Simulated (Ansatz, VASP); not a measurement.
# Two plane-wave programs on CaO

File INCAR:

```
SYSTEM = CaO
PREC = Accurate ; ENCUT = 520
EDIFF = 1E-6 ; ISMEAR = -1
SIGMA = 0.02 ; LREAL = .False.
LASPH = .True. ; NELM = 60
ALGO = Normal ; ISIF = 2
LWAVE = .False. ; LCHARG = .False.
GGA = PE ; NBANDS = 15
```

File KPOINTS:

```
regular mesh
0
Gamma
  8 8 8
  0 0 0
```

The input POSCAR:

```
CaO
1.0
    0.0000000000      2.4711816910      2.7957592550
    2.4711816910      0.0000000000      2.7957592550
    2.4711816910      2.4711816910      0.0000000000
Ca O
1 1
Direct
    0.0000000000      0.0000000000      0.0000000000
    0.2500000000      0.2500000000      0.2500000000
```

Input for Ansatz:

```yaml
crystal:
  lattice:
    - [0.0, 2.471181691, 2.795759255]
    - [2.471181691, 0.0, 2.795759255]
    - [2.471181691, 2.471181691, 0.0]
  atoms:
    - { symbol: Ca, position: [0.0, 0.0, 0.0] }
    - { symbol: O, position: [0.25, 0.25, 0.25] }
kpoints:
  mp_grid: { grid: [8, 8, 8] }
  band_path:
    path:
      - [0.0, 0.0, 0.0]
      - [-0.5, -0.5, 0.0]
      - [-0.375, -0.375, 0.25]
      - [-0.375, 0.0, 0.375]
      - [0.0, 0.0, 0.5]
      - [-0.5, -0.25, 0.25]
    npoints: 1
hamiltonian:
  xc: pbe
scf:
  occupations: { method: fermi_dirac, width: 0.02 }
  n_extra_bands: 4
output:
  forces: true
  stress: true
  eigenvalues: true
  write_density: true
  write_potential: true
  elf: true
  volumetric_format: npy
```

Change from the starting cell: epitaxial_xy strain -5.2%.

Alike in both runs: task single point; functional PBE; k mesh 8 × 8 × 8; occupations fermi-dirac, width 0.02 eV; no spin polarisation.

|  | VASP | Ansatz |
| --- | --- | --- |
| version | VASP 6.6.1 | Ansatz 0.2.0 |
| potentials or method | VASP PAW PBE potentials, release 64 (Ca_sv, O) | plane waves, PAW |
| plane-wave cutoff (eV) | 520 | 420 |
| valence electrons in the cell | 16 | 16 |

Ansatz gave:

| Property | Result |
| --- | --- |
| gap on the k mesh at the Fermi level (eV) | 3.30 |
| pressure (GPa) | 3.8 |
| largest component of the traceless stress (GPa) | 2.36 |

Q: Which values does VASP return?

A: gap on the k mesh at the Fermi level (eV): 3.29; pressure (GPa): 4.4; largest component of the traceless stress (GPa): 2.27.

A k mesh can miss the band edges.
